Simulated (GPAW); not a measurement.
Set up this calculation in GPAW 26.7.0, as an ASE script.

* Task: equation of state
* Functional: PBE
* Dispersion: D4
* Potentials or basis: GPAW PAW data sets (gpaw-data 1.2.1)
* Cutoff: 600 eV
* Basis: pw
* k mesh: 6 × 6 × 6
* Occupations: fermi-dirac, width 0.05 eV
* Spin: no spin polarisation
* Maxiter: 150
* Eos scales: [0.94, 0.96, 0.98, 1.0, 1.02, 1.04, 1.06]

The structure of PbS (Galena) lies in PbS.cif:

```cif
data_PbS
_cell_length_a 5.93150000
_cell_length_b 5.93150000
_cell_length_c 5.93150000
_cell_angle_alpha 90.00000000
_cell_angle_beta 90.00000000
_cell_angle_gamma 90.00000000
_space_group_name_H-M_alt 'Fm-3m'
_space_group_name_Hall '-F 4 2 3'
_space_group_IT_number 225
loop_
_space_group_symop_operation_xyz
'x,y,z'
'-x,-y,-z'
'-y,x,z'
'y,-x,-z'
'-x,-y,z'
'x,y,-z'
'y,-x,z'
'-y,x,-z'
'x,-y,-z'
'-x,y,z'
'-y,-x,-z'
'y,x,z'
'-x,y,-z'
'x,-y,z'
'y,x,-z'
'-y,-x,z'
'z,x,y'
'-z,-x,-y'
'z,-y,x'
'-z,y,-x'
'z,-x,-y'
'-z,x,y'
'z,y,-x'
'-z,-y,x'
'-z,x,-y'
'z,-x,y'
'-z,-y,-x'
'z,y,x'
'-z,-x,y'
'z,x,-y'
'-z,y,x'
'z,-y,-x'
'y,z,x'
'-y,-z,-x'
'x,z,-y'
'-x,-z,y'
'-y,z,-x'
'y,-z,x'
'-x,z,y'
'x,-z,-y'
'-y,-z,x'
'y,z,-x'
'-x,-z,-y'
'x,z,y'
'y,-z,-x'
'-y,z,x'
'x,-z,y'
'-x,z,-y'
'x,y+1/2,z+1/2'
'-x,-y+1/2,-z+1/2'
'-y,x+1/2,z+1/2'
'y,-x+1/2,-z+1/2'
'-x,-y+1/2,z+1/2'
'x,y+1/2,-z+1/2'
'y,-x+1/2,z+1/2'
'-y,x+1/2,-z+1/2'
'x,-y+1/2,-z+1/2'
'-x,y+1/2,z+1/2'
'-y,-x+1/2,-z+1/2'
'y,x+1/2,z+1/2'
'-x,y+1/2,-z+1/2'
'x,-y+1/2,z+1/2'
'y,x+1/2,-z+1/2'
'-y,-x+1/2,z+1/2'
'z,x+1/2,y+1/2'
'-z,-x+1/2,-y+1/2'
'z,-y+1/2,x+1/2'
'-z,y+1/2,-x+1/2'
'z,-x+1/2,-y+1/2'
'-z,x+1/2,y+1/2'
'z,y+1/2,-x+1/2'
'-z,-y+1/2,x+1/2'
'-z,x+1/2,-y+1/2'
'z,-x+1/2,y+1/2'
'-z,-y+1/2,-x+1/2'
'z,y+1/2,x+1/2'
'-z,-x+1/2,y+1/2'
'z,x+1/2,-y+1/2'
'-z,y+1/2,x+1/2'
'z,-y+1/2,-x+1/2'
'y,z+1/2,x+1/2'
'-y,-z+1/2,-x+1/2'
'x,z+1/2,-y+1/2'
'-x,-z+1/2,y+1/2'
'-y,z+1/2,-x+1/2'
'y,-z+1/2,x+1/2'
'-x,z+1/2,y+1/2'
'x,-z+1/2,-y+1/2'
'-y,-z+1/2,x+1/2'
'y,z+1/2,-x+1/2'
'-x,-z+1/2,-y+1/2'
'x,z+1/2,y+1/2'
'y,-z+1/2,-x+1/2'
'-y,z+1/2,x+1/2'
'x,-z+1/2,y+1/2'
'-x,z+1/2,-y+1/2'
'x+1/2,y,z+1/2'
'-x+1/2,-y,-z+1/2'
'-y+1/2,x,z+1/2'
'y+1/2,-x,-z+1/2'
'-x+1/2,-y,z+1/2'
'x+1/2,y,-z+1/2'
'y+1/2,-x,z+1/2'
'-y+1/2,x,-z+1/2'
'x+1/2,-y,-z+1/2'
'-x+1/2,y,z+1/2'
'-y+1/2,-x,-z+1/2'
'y+1/2,x,z+1/2'
'-x+1/2,y,-z+1/2'
'x+1/2,-y,z+1/2'
'y+1/2,x,-z+1/2'
'-y+1/2,-x,z+1/2'
'z+1/2,x,y+1/2'
'-z+1/2,-x,-y+1/2'
'z+1/2,-y,x+1/2'
'-z+1/2,y,-x+1/2'
'z+1/2,-x,-y+1/2'
'-z+1/2,x,y+1/2'
'z+1/2,y,-x+1/2'
'-z+1/2,-y,x+1/2'
'-z+1/2,x,-y+1/2'
'z+1/2,-x,y+1/2'
'-z+1/2,-y,-x+1/2'
'z+1/2,y,x+1/2'
'-z+1/2,-x,y+1/2'
'z+1/2,x,-y+1/2'
'-z+1/2,y,x+1/2'
'z+1/2,-y,-x+1/2'
'y+1/2,z,x+1/2'
'-y+1/2,-z,-x+1/2'
'x+1/2,z,-y+1/2'
'-x+1/2,-z,y+1/2'
'-y+1/2,z,-x+1/2'
'y+1/2,-z,x+1/2'
'-x+1/2,z,y+1/2'
'x+1/2,-z,-y+1/2'
'-y+1/2,-z,x+1/2'
'y+1/2,z,-x+1/2'
'-x+1/2,-z,-y+1/2'
'x+1/2,z,y+1/2'
'y+1/2,-z,-x+1/2'
'-y+1/2,z,x+1/2'
'x+1/2,-z,y+1/2'
'-x+1/2,z,-y+1/2'
'x+1/2,y+1/2,z'
'-x+1/2,-y+1/2,-z'
'-y+1/2,x+1/2,z'
'y+1/2,-x+1/2,-z'
'-x+1/2,-y+1/2,z'
'x+1/2,y+1/2,-z'
'y+1/2,-x+1/2,z'
'-y+1/2,x+1/2,-z'
'x+1/2,-y+1/2,-z'
'-x+1/2,y+1/2,z'
'-y+1/2,-x+1/2,-z'
'y+1/2,x+1/2,z'
'-x+1/2,y+1/2,-z'
'x+1/2,-y+1/2,z'
'y+1/2,x+1/2,-z'
'-y+1/2,-x+1/2,z'
'z+1/2,x+1/2,y'
'-z+1/2,-x+1/2,-y'
'z+1/2,-y+1/2,x'
'-z+1/2,y+1/2,-x'
'z+1/2,-x+1/2,-y'
'-z+1/2,x+1/2,y'
'z+1/2,y+1/2,-x'
'-z+1/2,-y+1/2,x'
'-z+1/2,x+1/2,-y'
'z+1/2,-x+1/2,y'
'-z+1/2,-y+1/2,-x'
'z+1/2,y+1/2,x'
'-z+1/2,-x+1/2,y'
'z+1/2,x+1/2,-y'
'-z+1/2,y+1/2,x'
'z+1/2,-y+1/2,-x'
'y+1/2,z+1/2,x'
'-y+1/2,-z+1/2,-x'
'x+1/2,z+1/2,-y'
'-x+1/2,-z+1/2,y'
'-y+1/2,z+1/2,-x'
'y+1/2,-z+1/2,x'
'-x+1/2,z+1/2,y'
'x+1/2,-z+1/2,-y'
'-y+1/2,-z+1/2,x'
'y+1/2,z+1/2,-x'
'-x+1/2,-z+1/2,-y'
'x+1/2,z+1/2,y'
'y+1/2,-z+1/2,-x'
'-y+1/2,z+1/2,x'
'x+1/2,-z+1/2,y'
'-x+1/2,z+1/2,-y'
loop_
_atom_site_label
_atom_site_type_symbol
_atom_site_symmetry_multiplicity
_atom_site_Wyckoff_symbol
_atom_site_fract_x
_atom_site_fract_y
_atom_site_fract_z
_atom_site_occupancy
Pb1 Pb 4 a 0.0000000000 0.0000000000 0.0000000000 1
S1 S 4 b 0.5000000000 0.0000000000 0.0000000000 1
```

The input as run:

run.py

```python
import spglib
from ase import Atoms
from ase.calculators.mixing import SumCalculator
from ase.eos import EquationOfState
from ase.io import Trajectory, read
from ase.units import GPa
from dftd4.ase import DFTD4
from gpaw import GPAW, PW

atoms = read('PbS.cif')
cell, positions, numbers = spglib.find_primitive(
    (atoms.cell[:], atoms.get_scaled_positions(), atoms.numbers), symprec=1e-4)
atoms = Atoms(numbers, cell=cell, scaled_positions=positions, pbc=True)

traj = Trajectory('eos.traj', 'w')
volumes, energies = [], []
for x in [0.94, 0.96, 0.98, 1.0, 1.02, 1.04, 1.06]:
    a = atoms.copy()
    a.set_cell(atoms.cell * x**(1 / 3), scale_atoms=True)
    calc = GPAW(mode=PW(600),
                xc='PBE',
                kpts={'size': (6, 6, 6), 'gamma': True},
                occupations={'name': 'fermi-dirac', 'width': 0.05},
                nbands=19,
                convergence={'density': 1e-05, 'energy': 1e-05},
                maxiter=150,
                txt=f'eos-{x:.2f}.txt')
    a.calc = SumCalculator([calc, DFTD4(method='pbe')])
    energies.append(a.get_potential_energy())
    volumes.append(a.get_volume())
    p = -a.get_stress()[:3].mean() / GPa
    calc.write(f'eos-{x:.2f}.gpw')
    traj.write(a)
    print(f'{x:.2f} {volumes[-1]:10.4f} A^3 {energies[-1]:14.6f} eV {p:9.3f} GPa', flush=True)

v0, e0, B = EquationOfState(volumes, energies, eos='birchmurnaghan').fit()
print(f'V0 = {v0:.4f} A^3, E0 = {e0:.6f} eV, B0 = {B / GPa:.2f} GPa')
```

Potentials or basis: GPAW PAW data sets (gpaw-data 1.2.1), pw.

The run is started by

```console
$ OMP_NUM_THREADS=1 python run.py
```

It gave:

The equilibrium volume is 26.01 Å³/atom (rough: see the caveat) and the bulk modulus is 50 GPa (rough).

Caveat: the fit is doubtful: noisy points or a state that changes with volume.

It took 35 s on 1 thread of AMD EPYC 9R45 96-Core Processor (Zen 5), with other jobs on the host, peak memory 0.25 GiB.
